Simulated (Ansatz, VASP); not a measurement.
Sb in VASP and in Ansatz

File INCAR:

```
  ALGO = Normal
  EDIFF = 1E-6
  ENCUT = 520
  GGA = PE
  ISIF = 2
  ISMEAR = 0
  LASPH = True
  LCHARG = True
  LELF = True
  LREAL = False
  LVHAR = True
  LWAVE = False
  NBANDS = 12
  NELM = 80
  PREC = Accurate
  SIGMA = 0.15
```

File KPOINTS:

```
k-points
0
Gamma
  12 12 12
```

File POSCAR:

```
Sb
1.0
    2.0968353237      1.2106084386      3.6504000000
   -2.0968353237      1.2106084386      3.6504000000
    0.0000000000     -2.4212168771      3.6504000000
Sb
2
Direct
    0.2336400000      0.2336400000      0.2336400000
    0.7663600000      0.7663600000      0.7663600000
```

Input for Ansatz:

```yaml
crystal:
  lattice:
    - [2.0968353237, 1.2106084386, 3.6504]
    - [-2.0968353237, 1.2106084386, 3.6504]
    - [0.0, -2.4212168771, 3.6504]
  atoms:
    - { symbol: Sb, position: [0.23364, 0.23364, 0.23364] }
    - { symbol: Sb, position: [0.76636, 0.76636, 0.76636] }
basis:
  ecutwfc: 420
kpoints:
  mp_grid: { grid: [12, 12, 12] }
hamiltonian:
  xc: pbe
scf:
  occupations: { method: gaussian, width: 0.15 }
output:
  forces: true
  stress: true
  eigenvalues: true
  write_density: true
  write_potential: true
  elf: true
  volumetric_format: npy
```

Change from the starting cell: strain -0.025 along x and y, -0.025 along z, atoms carried along.

Alike in both runs: task single point; functional PBE; k mesh 12 × 12 × 12; occupations gaussian, width 0.15 eV; no spin polarisation.

```csv
,VASP,Ansatz
version,VASP 6.6.1,Ansatz 0.2.0
potentials or method,"VASP PAW PBE potentials, release 64 (Sb)","scalar-relativistic, plane waves, PAW"
plane-wave cutoff (eV),520,420
valence electrons in the cell,10,30
```

```tsv
	VASP	Ansatz	Ansatz less VASP
gap on the k mesh at the Fermi level (eV)	none	none	-
pressure (GPa)	9.0	8.8	-0.18
largest component of the traceless stress (GPa)	1.08	1.01	-0.068
rms of the force components (eV/Å)	0.422	0.385	-0.0376
```

Atom by atom the forces differ by 0.038 eV/Å (rms over components). A gap of «none» marks a metal or a gap that the smearing closes. The two sets of potentials don't hold the same shells in valence.

The runs have no spin-orbit coupling, so splittings on Sb are missing.
